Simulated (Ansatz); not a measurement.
# WS2 (Tungstenite) (P6_3/mmc) in Ansatz: a series of runs

Aim: see how the results for WS2 (Tungstenite) move with the level of theory and the settings. Levels: PBEsol, PBEsol+U. Tasks: band structure.

Everything below comes from runs of Ansatz 0.2.0. Logs are shortened: lines on timing, memory, paths and dates and some standing lists are left out, and cuts for length are marked.

### 1 The crystal as given

Symmetry: P6_3/mmc, No. 194, hexagonal system. The conventional cell has a = 3.180 Å, b = 3.180 Å, c = 12.500 Å, α = 90.00°, β = 90.00°, γ = 120.00°. W (site symmetry -6m2) is surrounded by 6 S at 2.41 Å. S (site symmetry 3m) has 3 W at 2.41 Å as nearest neighbours.

### 2 Band structure, PBEsol

The input, input.yaml:

```yaml
crystal:
  lattice:
    - [3.18, 0.0, 0.0]
    - [-1.59, 2.753960784, 0.0]
    - [0.0, 0.0, 12.5]
  atoms:
    - { symbol: W, position: [0.6666666667, 0.3333333333, 0.75] }
    - { symbol: W, position: [0.3333333333, 0.6666666667, 0.25] }
    - { symbol: S, position: [0.6666666667, 0.3333333333, 0.375] }
    - { symbol: S, position: [0.3333333333, 0.6666666667, 0.875] }
    - { symbol: S, position: [0.6666666667, 0.3333333333, 0.125] }
    - { symbol: S, position: [0.3333333333, 0.6666666667, 0.625] }
hamiltonian:
  xc: pbesol
  pseudopotentials: { kind: paw }
kpoints:
  mp_grid: { grid: [10, 10, 3] }
  band_path:
    path:
      - [[0.0, 0.0, 0.0], [0.5, 0.0, 0.0], [0.3333333333, 0.3333333333, 0.0], [0.0, 0.0, 0.0], [0.0, 0.0, 0.5], [0.5, 0.0, 0.5], [0.3333333333, 0.3333333333, 0.5], [0.0, 0.0, 0.5]]
      - [[0.5, 0.0, 0.5], [0.5, 0.0, 0.0]]
      - [[0.3333333333, 0.3333333333, 0.0], [0.3333333333, 0.3333333333, 0.5]]
    npoints: 14
scf:
  occupations: { method: fermi_dirac, width: 0.05 }
  n_extra_bands: 15
output:
  forces: true
  stress: true
  eigenvalues: true
  fatbands: true
```

Potentials or basis: Ansatz PAW.

Run with:

```console
> ansatz run input.yaml --threads 2 --pin off --max-ram 5632MiB --backend cpu --events-out ev --progress --plain --runs-dir out
```

The program printed:

```text
Warning: RAYON_NUM_THREADS=2 ignored (pool sized by the plan → 2); use --threads N
scf.n_extra_bands = 15 over 26 filled bands (N_el = 52.0): the run solves 41 bands
Engine: ansatz 0.2.0, x86_64-unknown-linux-gnu
Pseudopotentials: kind: paw
Pseudopotential: W, paw, valence charge 14, recommended cutoff 420 eV (normal), W.paw.azcp
Pseudopotential: S, paw, valence charge 6, recommended cutoff 420 eV (normal), S.paw.azcp
Functional definition: PBEsol
  exchange = pbesol_x
  correlation = pbesol_c
Crystal: 6 atoms, lattice volume = 109.470 Å³
Basis set: ecut = 420 eV, 2129 PW (Γ), exchange–correlation on 48×48×180 points (8 copies of the dense FFT grid, shifted against one another)
Bands: 41, of which v1, the nominal top of the filled ones, is band 26 counted from 1 (25 counted from 0)
Symmetry: 24 space group operations
Space group: P63/mmc (ITA 194), of the structure as read, at distance tolerance 4.8e-5 Å
k-points: 28 of 300
Non-local potential: W, projectors of the file, l = 0: 3, l = 1: 2, l = 2: 2, l = 3: 1
Non-local potential: S, projectors of the file, l = 0: 2, l = 1: 2, l = 2: 2
PAW form: soft (Blöchl's): semilocal exchange-correlation on the pseudo side does not see the compensation charge
PAW frozen core: W, regenerated for the run's functional, and the local potential with it (the file was generated under x = pbe(κ = 0.804, μ = 0.2195149727645171), c = pbe(β = 0.06672455060314922))
PAW frozen core: S, regenerated for the run's functional, and the local potential with it (the file was generated under x = pbe(κ = 0.804, μ = 0.2195149727645171), c = pbe(β = 0.06672455060314922))
PAW one-centre angular grid: W, 590 points (default); XC on 64 Gauss nodes
PAW one-centre angular grid: S, 110 points (default); XC on 64 Gauss nodes
Initial density: superposition of atomic densities (neutral atoms: chi_scale 0, normalization atom), corrected by the library's trained network
Initial wavefunctions: pseudopotential atomic-orbital guess
Functional: x = pbesol(κ = 0.804, μ = 0.12345679012345678), c = pbesol(β = 0.046)
SCF iter   1: F=—  HF=-24058.147556 eV  |F-HF|=—  |Δ(HF+E_count)|=         —  Δρ=8.18e-3  dr2=1.21e-1  ethr=1.77e-3  ⟨swp⟩=6.2  Hψ=5533  notcnv=0  defer=32
preconditioner: auto → Resta (q_TF=auto, 2.410 Å⁻¹)  ε∞=4.7  [insulator: Δε(μ)=1.062 eV  Ē_g=11.010 eV  σ=0.050 eV  W_gap=1.00  n_scr=26 (ndim 8)  ℏωp=21.3 eV  f_vac=0.025  D(μ)=0.00/eV (n_scr^D=0)  ε∞_Penn≈4.7]
SCF iter   2: F=—  HF=-24058.132740 eV  |F-HF|=—  |Δ(HF+E_count)|=   1.48e-2  Δρ=3.22e-3  dr2=9.18e-3  ethr=2.32e-4  ⟨swp⟩=2.1  Hψ=1669  notcnv=0  defer=187
SCF iter   3: F=—  HF=-24058.133301 eV  |F-HF|=—  |Δ(HF+E_count)|=   5.61e-4  Δρ=1.88e-3  dr2=1.87e-3  ethr=1.77e-5  ⟨swp⟩=2.5  Hψ=1247  notcnv=0  defer=187
SCF iter   4: F=—  HF=-24058.134302 eV  |F-HF|=—  |Δ(HF+E_count)|=   1.00e-3  Δρ=2.35e-4  dr2=7.15e-5  ethr=3.60e-6  ⟨swp⟩=2.2  Hψ=1476  notcnv=0  defer=187
SCF iter   5: F=—  HF=-24058.134324 eV  |F-HF|=—  |Δ(HF+E_count)|=   2.20e-5  Δρ=5.52e-5  dr2=4.14e-6  ethr=1.38e-7  ⟨swp⟩=2.0  Hψ=1403  notcnv=0  defer=187
SCF iter   6: F=—  HF=-24058.134326 eV  |F-HF|=—  |Δ(HF+E_count)|=   2.38e-6  Δρ=1.90e-5  dr2=4.63e-7  ethr=7.96e-9  ⟨swp⟩=2.0  Hψ=1372  notcnv=0  defer=187
SCF iter   7: F=-24058.134327 eV  HF=-24058.134327 eV  |F-HF|=9.15e-9  |Δ(HF+E_count)|=   4.90e-7  Δρ=3.19e-6  dr2=1.20e-8  ethr=1.92e-10  ⟨swp⟩=11.5  Hψ=5990  notcnv=0
SCF 1 converged in 7 iterations: F = -24058.134327 eV  dr2 = 1.20e-8
NSCF: frozen V_eff on 129 k-points
SCF converged after 7 iterations
Free energy (F): -24058.134327 eV
Harris-Foulkes:  -24058.134327 eV  (|F-HF|=9.15e-9)
Internal energy: -24058.134326 eV  (E = F + TS)
E sigma→0 (E₀):  -24058.134326 eV
Entropy (-TS):   -0.000001 eV (-0.000 meV/atom)
Fermi energy:    11.641736 eV
--- Per-component energies (eV) ---
  E_band       = -400.765216
  E_kinetic    = 1330.707655
  E_local      = -3645.462042  (includes V_loc(G=0)·N_el)
  E_nonlocal   = 120.546094
  E_hartree    = 1448.344973
  E_xc         = -916.327660
  E_vxc        = -828.593331  (∫ρ·V_xc dr)
  E_paw        = -19208.871485  (= ΣΔE_a)
  E_vpaw       = -274.653879  (= ΣTr[D̂ρ^β])
  E_aug_tail   = -0.000126  (compensation charges beyond the density's cutoff)
  E_ewald      = -3187.763116
  E_core_change = 0.691382  (= ΣΔE_core)
  E_smearing   = -0.000001  (= −TS)
  E_closure    = -0.000000  (closes the sum)
  Σ components = -24058.134327   (vs F -24058.134327, Δ=0.00e0)
--- Forces (eV/Å), atoms counted from 1 ---
  atom   1  W     -0.00000000    -0.00000000     0.00000000
  atom   2  W     -0.00000000     0.00000000    -0.00000000
  atom   3  S      0.00000000    -0.00000000    -0.15356032
  atom   4  S      0.00000000     0.00000000    -0.15356032
  atom   5  S      0.00000000    -0.00000000     0.15356032
  atom   6  S     -0.00000000     0.00000000     0.15356032
  max |Σ_I F_I| component: 2.31e-18 eV/Å
--- Stress (GPa, compression-positive) ---
       -3.511496       0.000000      -0.000000
        0.000000      -3.511496      -0.000000
       -0.000000      -0.000000      -1.106668
  P = ⅓ Tr σ = -2.7099 GPa (-27.099 kbar)
--- Band table (eV; the first three rows and the last of 28) ---
  k-point 0: bands = ["-63.3774", "-63.3774", "-27.6620", "-27.6620", "-27.5025", "-27.5025", "-27.5025", "-27.5025", "-4.3626", "-4.1758", "-2.7765", "-2.4132", "3.6529", "4.5848", "7.4723", "7.6212", "7.6212", "7.6325", "7.6325", "8.8590", "8.8590", "8.9015", "8.9015", "9.6167", "10.0335", "11.1613", "13.4006", "13.4006", "13.4080", "13.4080", "13.5168", "13.5168", "13.6711", "13.6711", "15.6754", "15.9263", "18.8096", "19.2509", "19.2828", "20.5680", "20.7267"]
  k-point 1: bands = ["-63.3774", "-63.3774", "-27.6620", "-27.6620", "-27.5025", "-27.5025", "-27.5025", "-27.5025", "-4.3218", "-4.2293", "-2.6809", "-2.5004", "3.8479", "4.3013", "7.6240", "7.6240", "7.6296", "7.6296", "7.9126", "8.8329", "8.8696", "8.8696", "8.8909", "8.8909", "10.6045", "11.0286", "13.3984", "13.3984", "13.4000", "13.4000", "13.5612", "13.5612", "13.6362", "13.6362", "15.7422", "15.8678", "18.9122", "19.1321", "19.5155", "20.1236", "20.8143"]
  k-point 2: bands = ["-63.3758", "-63.3758", "-27.6560", "-27.6560", "-27.5358", "-27.5358", "-27.5103", "-27.5102", "-4.1967", "-4.0100", "-2.7082", "-2.3608", "3.8498", "4.7797", "7.1979", "7.2010", "7.2207", "7.7801", "7.7984", "8.2721", "8.6029", "8.6511", "8.9341", "9.8096", "10.0375", "10.8497", "13.1818", "13.2570", "13.3494", "13.3566", "13.4341", "13.5363", "13.6806", "13.7336", "16.4213", "16.6551", "19.3174", "19.4301", "19.8979", "20.2911", "20.6141"]
  k-point 27: bands = ["-63.3585", "-63.3585", "-27.7718", "-27.7718", "-27.6993", "-27.6993", "-27.5921", "-27.5921", "-1.8603", "-1.8404", "-1.7084", "-1.6886", "4.7423", "4.8038", "4.9242", "4.9503", "6.1796", "6.1809", "6.5135", "6.6030", "7.2093", "7.3424", "8.2010", "8.3316", "10.2976", "10.3797", "12.5053", "12.5156", "13.5513", "14.0134", "14.3539", "14.4625", "15.7631", "15.9627", "17.1777", "17.2114", "17.6678", "18.3362", "19.6124", "19.7782", "21.2879"]
```

Run time: 27 s. Hardware: 2 threads of AMD EPYC (Zen 3), shared host; peak memory 0.55 GiB.

Results:

```
Free energy             : -24058.1343 eV
Pressure                : -2.7 GPa
Largest force           : 0.154 eV/Å
Band gap on the k mesh  : 1.07 eV, indirect (least direct gap 2.08 eV)
Band gap along the path : 1.00 eV, indirect (least direct gap 1.72 eV)
```

Forces in eV/Å, atoms in the order of the input:
```
W    0.000  0.000  0.000
W    0.000  0.000  0.000
S    0.000  0.000 -0.154
S    0.000  0.000 -0.154
S    0.000  0.000  0.154
S    0.000  0.000  0.154
```

Levels at the corners of the path, in eV from the valence-band top:
```tsv
point	band 23	band 24	band 25	band 26	band 27	band 28	band 29	band 30
Γ	-2.26	-1.54	-1.13	0.00	2.24	2.24	2.25	2.25
M	-2.00	-1.83	-1.68	-1.52	2.18	2.22	2.53	2.76
K	-2.88	-2.88	-0.75	-0.58	1.15	1.15	2.11	3.24
Γ	-2.26	-1.54	-1.13	0.00	2.24	2.24	2.25	2.25
A	-2.28	-2.28	-0.31	-0.31	2.24	2.24	2.24	2.24
L	-1.91	-1.91	-1.59	-1.59	2.20	2.20	2.67	2.67
H	-3.02	-3.02	-0.67	-0.67	1.15	1.15	2.60	2.60
A	-2.28	-2.28	-0.31	-0.31	2.24	2.24	2.24	2.24
L	-1.91	-1.91	-1.59	-1.59	2.20	2.20	2.67	2.67
M	-2.00	-1.83	-1.68	-1.52	2.18	2.22	2.53	2.76
K	-2.88	-2.88	-0.75	-0.58	1.15	1.15	2.11	3.24
H	-3.02	-3.02	-0.67	-0.67	1.15	1.15	2.60	2.60
```

Caveat: the k mesh misses the band edges, so the gap on the mesh is wider than the one along the path; spin-orbit coupling is left out, which moves the levels of the heavy elements; this functional lacks dispersion, which binds the layers, so the pressure and a relaxed spacing across them are unreliable; the PAW data sets come from PBE, with cores solved anew for the run's functional, which leaves a small shift of forces and pressure. A hybrid or GW would open this gap; PBEsol tends to underestimate it.

### 3 Band structure, PBEsol+U

Edit input.yaml of step 2 so:

```diff
@@ -15,2 +15,3 @@
   pseudopotentials: { kind: paw }
+  hubbard: { sites: [{ species: W, l: d, u_eff: 1.0 }] }
 kpoints:
@@ -30,2 +31,2 @@
   eigenvalues: true
-  fatbands: true
+  fatbands: false
```

Potentials or basis: Ansatz PAW.

Run with:

```console
> ansatz run input.yaml --threads 2 --pin off --max-ram 5632MiB --backend cpu --events-out ev --progress --plain --runs-dir out
```

It took 33 s on 2 threads of AMD EPYC (Zen 3), shared host; peak memory 0.75 GiB.

It converged, with:

- Free energy: -24055.6510 eV
- Pressure: -2.7 GPa
- Largest force: 0.150 eV/Å
- Band gap on the k mesh: 1.09 eV, indirect (least direct gap 2.04 eV)
- Band gap along the path: 1.03 eV, indirect (least direct gap 1.69 eV)

Forces on the atoms (eV/Å):
```
W    0.000  0.000  0.000
W    0.000  0.000  0.000
S    0.000  0.000 -0.150
S    0.000  0.000 -0.150
S    0.000  0.000  0.150
S    0.000  0.000  0.150
```

Stress tensor (GPa, compression positive):
```
-3.45  0.00  0.00
 0.00 -3.45  0.00
 0.00  0.00 -1.08
```

Levels at the corners of the path, in eV from the valence-band top:
| point | band 22 | band 23 | band 24 | band 25 | band 26 | band 27 | band 28 | band 29 | band 30 | band 31 |
| --- | --- | --- | --- | --- | --- | --- | --- | --- | --- | --- |
| Γ | -2.20 | -2.20 | -1.51 | -1.13 | 0.00 | 2.30 | 2.30 | 2.30 | 2.30 | 2.39 |
| M | -2.64 | -1.96 | -1.79 | -1.67 | -1.51 | 2.20 | 2.24 | 2.53 | 2.76 | 3.12 |
| K | -4.00 | -2.84 | -2.84 | -0.73 | -0.55 | 1.13 | 1.13 | 2.17 | 3.29 | 3.33 |
| Γ | -2.20 | -2.20 | -1.51 | -1.13 | 0.00 | 2.30 | 2.30 | 2.30 | 2.30 | 2.39 |
| A | -2.22 | -2.22 | -2.22 | -0.30 | -0.30 | 2.29 | 2.29 | 2.29 | 2.29 | 2.47 |
| L | -2.74 | -1.88 | -1.88 | -1.57 | -1.57 | 2.22 | 2.22 | 2.67 | 2.67 | 3.40 |
| H | -3.74 | -2.97 | -2.97 | -0.65 | -0.65 | 1.13 | 1.13 | 2.65 | 2.65 | 3.40 |
| A | -2.22 | -2.22 | -2.22 | -0.30 | -0.30 | 2.29 | 2.29 | 2.29 | 2.29 | 2.47 |
| L | -2.74 | -1.88 | -1.88 | -1.57 | -1.57 | 2.22 | 2.22 | 2.67 | 2.67 | 3.40 |
| M | -2.64 | -1.96 | -1.79 | -1.67 | -1.51 | 2.20 | 2.24 | 2.53 | 2.76 | 3.12 |
| K | -4.00 | -2.84 | -2.84 | -0.73 | -0.55 | 1.13 | 1.13 | 2.17 | 3.29 | 3.33 |
| H | -3.74 | -2.97 | -2.97 | -0.65 | -0.65 | 1.13 | 1.13 | 2.65 | 2.65 | 3.40 |

Eigenvalues of the final occupation matrices:
```csv
site,spin,trace,eigenvalues
site 1,1,2.48,0.45 0.45 0.51 0.51 0.56
site 2,1,2.48,0.45 0.45 0.51 0.51 0.56
```

Caveat: the k mesh misses the band edges, so the gap on the mesh is wider than the one along the path; spin-orbit coupling is left out, which moves the levels of the heavy elements; this functional lacks dispersion, which binds the layers, so the pressure and a relaxed spacing across them are unreliable; the PAW data sets come from PBE, with cores solved anew for the run's functional, which leaves a small shift of forces and pressure.

### 4 Band structure, PBEsol+U

Edit input.yaml of step 3 so:

```diff
@@ -15,3 +15,3 @@
   pseudopotentials: { kind: paw }
-  hubbard: { sites: [{ species: W, l: d, u_eff: 1.0 }] }
+  hubbard: { sites: [{ species: W, l: d, u_eff: 2.0 }] }
 kpoints:
@@ -32 +32,5 @@
   fatbands: false
+  write_density: true
+  write_potential: true
+  elf: true
+  volumetric_format: npy
```

Potentials or basis: Ansatz PAW.

Run with:

```console
> ansatz run input.yaml --threads 2 --pin off --max-ram 5632MiB --backend cpu --events-out ev --progress --plain --runs-dir out
```

The program printed:

```text
Warning: RAYON_NUM_THREADS=2 ignored (pool sized by the plan → 2); use --threads N
W: projections on atomic orbitals take those of the free atom [Kr 4d10 4f14] 5s2 5p6 5d4 6s2, of charge +0.00 (hamiltonian.pseudopotentials.projection_atoms); the dataset's partial waves leave at most 6.5e-5 of an orbital's norm unspanned inside its sphere
S: projections on atomic orbitals take those of the free atom [Ne] 3s2 3p4, of charge +0.00 (hamiltonian.pseudopotentials.projection_atoms); the dataset's partial waves leave at most 1.6e-7 of an orbital's norm unspanned inside its sphere
scf.n_extra_bands = 15 over 26 filled bands (N_el = 52.0): the run solves 41 bands
[... 75 lines left out ...]
  k-point 1: bands = ["-63.3971", "-63.3970", "-27.6726", "-27.6726", "-27.5243", "-27.5243", "-27.5243", "-27.5243", "-4.3190", "-4.2267", "-2.6757", "-2.4953", "3.8098", "4.2565", "7.6040", "7.6040", "7.6095", "7.6095", "7.9092", "8.8183", "8.9210", "8.9210", "8.9427", "8.9427", "10.5382", "10.9539", "13.4425", "13.4425", "13.4431", "13.4431", "13.5557", "13.5557", "13.6290", "13.6290", "15.7372", "15.8631", "18.9166", "19.1360", "19.5115", "20.1252", "20.8162"]
  k-point 2: bands = ["-63.3954", "-63.3953", "-27.6666", "-27.6665", "-27.5576", "-27.5576", "-27.5320", "-27.5320", "-4.1939", "-4.0075", "-2.7001", "-2.3531", "3.8155", "4.7306", "7.1799", "7.2024", "7.2184", "7.7613", "7.7793", "8.3144", "8.6536", "8.7028", "8.9653", "9.8157", "9.9507", "10.7773", "13.1710", "13.3076", "13.3470", "13.4009", "13.4163", "13.5266", "13.7273", "13.7792", "16.4156", "16.6502", "19.3129", "19.4354", "19.9024", "20.2923", "20.6198"]
  k-point 27: bands = ["-63.3778", "-63.3778", "-27.7934", "-27.7934", "-27.7210", "-27.7210", "-27.6027", "-27.6027", "-1.8581", "-1.8380", "-1.6828", "-1.6628", "4.7862", "4.8437", "4.9160", "4.9374", "6.1728", "6.1728", "6.5109", "6.6002", "7.2166", "7.3480", "8.2251", "8.3505", "10.2643", "10.3459", "12.4011", "12.4133", "13.5929", "14.0392", "14.3496", "14.4405", "15.8135", "16.0121", "17.1775", "17.2098", "17.6683", "18.3333", "19.6138", "19.7804", "21.2940"]
Occupation matrices written to <dir>
```

bands.tsv:

```text
# k_distance	band_0	band_1	band_2	band_3	band_4	band_5	band_6	band_7	band_8	band_9	band_10	band_11	band_12	band_13	band_14	band_15	band_16	band_17	band_18	band_19	band_20	band_21	band_22	band_23	band_24	band_25	band_26	band_27	band_28	band_29	band_30	band_31	band_32	band_33	band_34	band_35	band_36	band_37	band_38	band_39	band_40
[... 149 lines left out ...]
6.987180	-74.964254	-74.964254	-39.365006	-39.365006	-39.330551	-39.330551	-39.188309	-39.188309	-13.380678	-13.380678	-13.238520	-13.238520	-6.844819	-6.844819	-6.502865	-6.502865	-5.605555	-5.605555	-5.116090	-5.116090	-4.198194	-4.198194	-3.416004	-3.416004	-1.124791	-1.124791	0.610009	0.610009	2.214358	2.214358	2.930723	2.930723	4.348860	4.348860	5.899293	5.899293	6.039341	6.039341	8.093010	8.093010	10.139007
```

rho_z.tsv:

```text
# z_ang	rho[e/angstrom^3]
# format = ansatz-planar-average/11
# lattice	3.180000000	0.000000000	0.000000000
# lattice	-1.590000000	2.753960784	0.000000000
# lattice	0.000000000	0.000000000	12.500000000
# sites	6
# site	74	1.590000000	0.917986928	9.375000000
# site	74	0.000000000	1.835973856	3.125000000
# site	16	1.590000000	0.917986928	4.687500000
# site	16	0.000000000	1.835973856	10.937500000
# site	16	1.590000000	0.917986928	1.562500000
# site	16	0.000000000	1.835973856	7.812500000
0.000000	4.235875e-2
0.138889	4.640782e-2
0.277778	5.913973e-2
0.416667	8.248224e-2
0.555556	1.191304e-1
0.694444	1.713020e-1
[... 82 lines left out ...]
12.222222	5.913973e-2
12.361111	4.640782e-2
```

Run time: 32 s. Hardware: 2 threads of AMD EPYC (Zen 3), shared host; peak memory 0.77 GiB.

Results:

```
Free energy             : -24053.1699 eV
Pressure                : -2.6 GPa
Largest force           : 0.145 eV/Å
Band gap on the k mesh  : 1.12 eV, indirect (least direct gap 2.00 eV)
Band gap along the path : 1.06 eV, indirect (least direct gap 1.64 eV)
```

Forces on the atoms (eV/Å):
```
W    0.000  0.000  0.000
W    0.000  0.000  0.000
S    0.000  0.000 -0.145
S    0.000  0.000 -0.145
S    0.000  0.000  0.145
S    0.000  0.000  0.145
```

Stress tensor (GPa, compression positive):
```
-3.38  0.00  0.00
 0.00 -3.38  0.00
 0.00  0.00 -1.04
```

Levels at the corners of the path, in eV from the valence-band top:
```tsv
point	band 23	band 24	band 25	band 26	band 27	band 28	band 29	band 30
Γ	-2.13	-1.46	-1.13	0.00	2.36	2.36	2.37	2.37
M	-1.92	-1.75	-1.64	-1.49	2.23	2.27	2.53	2.76
K	-2.78	-2.78	-0.70	-0.52	1.11	1.11	2.24	3.36
Γ	-2.13	-1.46	-1.13	0.00	2.36	2.36	2.37	2.37
A	-2.15	-2.15	-0.30	-0.30	2.36	2.36	2.36	2.36
L	-1.83	-1.83	-1.56	-1.56	2.24	2.24	2.66	2.66
H	-2.91	-2.91	-0.62	-0.62	1.11	1.11	2.72	2.72
A	-2.15	-2.15	-0.30	-0.30	2.36	2.36	2.36	2.36
L	-1.83	-1.83	-1.56	-1.56	2.24	2.24	2.66	2.66
M	-1.92	-1.75	-1.64	-1.49	2.23	2.27	2.53	2.76
K	-2.78	-2.78	-0.70	-0.52	1.11	1.11	2.24	3.36
H	-2.91	-2.91	-0.62	-0.62	1.11	1.11	2.72	2.72
```

Eigenvalues of the final occupation matrices:
```tsv
site	spin	trace	eigenvalues
site 1	1	2.48	0.45 0.45 0.51 0.51 0.57
site 2	1	2.48	0.45 0.45 0.51 0.51 0.57
```

Caveat: the k mesh misses the band edges, so the gap on the mesh is wider than the one along the path; spin-orbit coupling is left out, which moves the levels of the heavy elements; this functional lacks dispersion, which binds the layers, so the pressure and a relaxed spacing across them are unreliable; the PAW data sets come from PBE, with cores solved anew for the run's functional, which leaves a small shift of forces and pressure.

### 5 Overview

```csv
level,U,hubbard projectors,double counting,gap on the mesh (eV),pressure (GPa),largest force (eV/Å)
PBEsol,-,-,-,1.07,-2.7,0.15
PBEsol+U,W d U = 1 eV,ortho-atomic (the default),fll (the default),1.09,-2.7,0.15
PBEsol+U,W d U = 2 eV,ortho-atomic (the default),fll (the default),1.12,-2.6,0.15
```

Alike in all rows: task band structure; potentials or basis Ansatz PAW; no spin polarisation; cell as given; k mesh 10 × 10 × 3; cutoff (eV) 420; smearing fermi-dirac 0.05 eV.

On the cell as given the gap runs from 1.00 eV (PBEsol) to 1.06 eV (PBEsol+U).

Caveats: the k mesh misses the band edges, so the gap on the mesh is wider than the one along the path; spin-orbit coupling is left out, which moves the levels of the heavy elements; this functional lacks dispersion, which binds the layers, so the pressure and a relaxed spacing across them are unreliable; the PAW data sets come from PBE, with cores solved anew for the run's functional, which leaves a small shift of forces and pressure.

Absolute energies hang on the potentials; compare differences alone.
